The functional chosen to relax a PtS2 cell sets its lattice constants. The pressures below show how much hangs on that choice. Every run takes the same fixed cell, and a positive pressure means that the cell as a whole pushes outward.

Kohn-Sham DFT of PtS2 (P-3m1, 3 atoms, 18.26 Å³/atom) at one fixed geometry, without spin polarisation, spin-orbit coupling or a dispersion correction. Basis gives the plane-wave cutoff; pressure is for a static lattice, positive in compression, without Ansatz's Pulay correction. The hybrid has 25% exact exchange and a screening parameter typed as 0.6.

```
                                         method      rung  program                               potentials    basis             k mesh            smearing  pressure (GPa)
                                            LDA       LDA   ABINIT                         JTH PAW LDA v2.0   544 eV  7x7x4 3-atom cell  Fermi-Dirac 0.05eV           3.970
                                            PBE       GGA     VASP     VASP PAW PBE potentials, recommended   520 eV  9x9x5 3-atom cell    gaussian 0.013eV          11.080
                                            PBE       GGA   Ansatz                               Ansatz PAW   420 eV  9x9x5 3-atom cell  Fermi-Dirac 0.05eV          11.560
                                         PBEsol       GGA   ABINIT  PseudoDojo NC SR PBEsol v0.4.1 standard  1034 eV  7x7x4 3-atom cell  Fermi-Dirac 0.05eV           6.010
                                         PBEsol       GGA   ABINIT                         JTH PAW PBE v2.0   544 eV  4x4x2 3-atom cell  Fermi-Dirac 0.05eV           7.150
                                         r2SCAN  meta-GGA   ABINIT                         JTH PAW PBE v2.0   653 eV  4x4x2 3-atom cell  Fermi-Dirac 0.05eV           9.850
HSE06-form-with-a-typed share-of-exact-exchange    hybrid   Ansatz                               Ansatz PAW   420 eV  5x5x3 3-atom cell  Fermi-Dirac 0.05eV           8.720
```

Between the LDA row and the first PBE row the pressure climbs from 4.0 to 11.1 GPa. The change of program and settings might be to blame. It is also tempting to blame the gap between the layers, since PtS2 is a stack of weakly bound sheets and none of these runs adds a dispersion term. A third explanation is that the functional's response to uneven electron density acts throughout the crystal, strong bonds included.

The two PBE rows test the first idea. They share the k mesh but differ in program, potentials and basis, and they lie 0.5 GPa apart. The step from LDA is 7.1 GPa. Neither is an ABINIT run like the LDA row, but a change of program would have to count some fifteen times as much there to explain the step. The PBE runs also have a finer k mesh than the LDA run. The PBEsol rows, whose meshes lie further apart, differ by far less than the step, so the functional is the likelier source.

For the second idea, picture one repeat of the stack as two springs in series, a stiff one for the layer and a soft one for the gap, joined at the S atoms. The joint is clamped, because the atoms were not relaxed, so the springs may push with different strength. The difference is the force on the S atoms. These springs have no width, so the comparison covers only the direction across the layers.

An even stretch of the cell lengthens both springs, and the out-of-plane stress P_z is their average weighted by length. Let F be the outward force on each S atom, z its height above the Pt plane, and A, c and V the area, height and volume of the cell. Then

P_z = P_gap (1 − 2z/c) + P_layer (2z/c)

P_layer − P_gap = F/A

P_gap = P_z − 2Fz/V

For the VASP run with PBE, F is 1.213 eV/Å, z is 1.145 Å and V is 3 × 18.26 = 54.78 Å³. With 1 eV/Å³ = 160.2 GPa this gives

2Fz/V = 2 × 1.213 × 1.145 / 54.78 × 160.2 = 8.12 GPa

P_gap = 10.09 − 8.12 = 1.97 GPa

The outward direction of F is inferred from the squeezed Pt–S bonds. The opposite direction would have these weakly bound layers repel each other with 18 GPa, which is hard to believe.

In LDA the same steps give −2.2 GPa: the layers attract each other although the total pressure is positive. The gap therefore does respond to the functional, but in this picture it enters only one of the three directions that the pressure averages. Weighted by its length, as in the first equation, it supplies about a tenth of the rise from LDA to PBE. Counted over the full height of the cell, its change would make up a fifth. These shares are rough, since the two PBEsol runs differ by 1.4 GPa in the stress across the gap. The whole out-of-plane stress, whichever way F points, supplies 30 percent, close to the third that an equal rise in all directions would give. The in-plane stress rises even more, by 7.4 GPa against 6.5 GPa. Forces between layers may also enter it, though the strong bonds within each layer are the natural main source.

The PBEsol rows bring in the third idea. Pulling atoms apart leaves more regions where the density is thin and changes quickly. A gradient-corrected functional lowers the exchange energy of such regions, so it favours a larger cell and adds outward pressure. By this argument, a weaker gradient term should push less, and PBEsol has a gradient coefficient of exchange only 0.56 times that of PBE.

If the added pressure simply followed this coefficient, PBEsol would lie at 3.97 + 0.56 × 7.11, or about 8.0 GPa. The line is fixed by LDA and the VASP run with PBE; the PBEsol rows played no part in it. They lie at 6.0 and 7.2 GPa, so PBEsol falls between LDA and PBE as expected, but the estimate is too high by 0.8 to 2.0 GPa. The larger miss belongs to the run that shares the LDA run's k mesh, where the computed rise is only about half the predicted one. One coefficient is a crude measure, since the two functionals also differ in their correlation, and the differing settings of the runs may add to the misfit.

The PBEsol rows also show how far settings can matter, as they differ by 1.1 GPa with one functional. The coarser mesh of the second is a likely cause, but potentials and cutoff change with it. Both rows still lie at least 3.9 GPa below PBE, on the same rung. The name of the rung is thus a poor guide to the pressure.

The last two rows fall between PBEsol and PBE. r2SCAN lies 2.7 GPa above the PBEsol run with the same mesh and the same potentials, which were made for PBE. The hybrid, which keeps the usual quarter of exact exchange but screens it more strongly than HSE06 does, lies 2.8 GPa below PBE in the same program, though on a coarser mesh. These two rows differ from each other by no more than the PBEsol repeats do, so their order remains open. Each pressure also holds the strain of the unrelaxed S atoms, so it can't be turned directly into a lattice constant. Still, for relaxing the cell, the choice between PBE and PBEsol deserves more care than the choice of program. PBE without a dispersion term is also expected to space the layers too widely. The printed analysis below gives the stress parts for each run.

Output of the analysis:

```
height of S above the Pt plane in A: 1.145
stress parts in GPa:
                                              row  in-plane  out-of-plane  part from S forces  across the gap
                                              LDA     4.141         3.636               5.874          -2.238
                                              PBE     11.57         10.09                8.12           1.969
                                              PBE     12.18         10.42               8.413           2.009
                                           PBEsol     6.229         5.584               6.278         -0.6936
                                           PBEsol     7.854         5.745               7.887          -2.142
                                           r2SCAN     10.18         9.206               9.215       -0.009131
  HSE06-form-with-a-typed share-of-exact-exchange     8.808         8.671               7.054           1.617
PBE Ansatz minus PBE VASP in GPa: 0.48
PBEsol JTH minus PBEsol PseudoDojo in GPa: 1.14
the same PBEsol difference for in-plane stress in GPa: 1.625
the same PBEsol difference for stress across the gap in GPa: -1.449
PBE VASP minus LDA in GPa: 7.11
smallest PBE minus PBEsol step in GPa: 3.93
r2SCAN minus PBEsol JTH in GPa: 2.7
hybrid minus PBE Ansatz in GPa: -2.84
LDA to PBE VASP rise of in-plane stress in GPa: 7.429
LDA to PBE VASP rise of out-of-plane stress in GPa: 6.452
LDA to PBE VASP rise of stress across the gap in GPa: 4.206
share of whole out-of-plane stress in the pressure rise in percent: 30.25
share of stress across the gap in the pressure rise in percent: 19.72
stress across the gap in LDA if S forces pointed inward in GPa: 9.51
stress across the gap in PBE VASP if S forces pointed inward in GPa: 18.21
PBEsol over PBE gradient coefficient: 0.5624
PBEsol pressure predicted from LDA and PBE VASP in GPa: 7.969
prediction minus PBEsol PseudoDojo in GPa: 1.959
prediction minus PBEsol JTH in GPa: 0.819
```
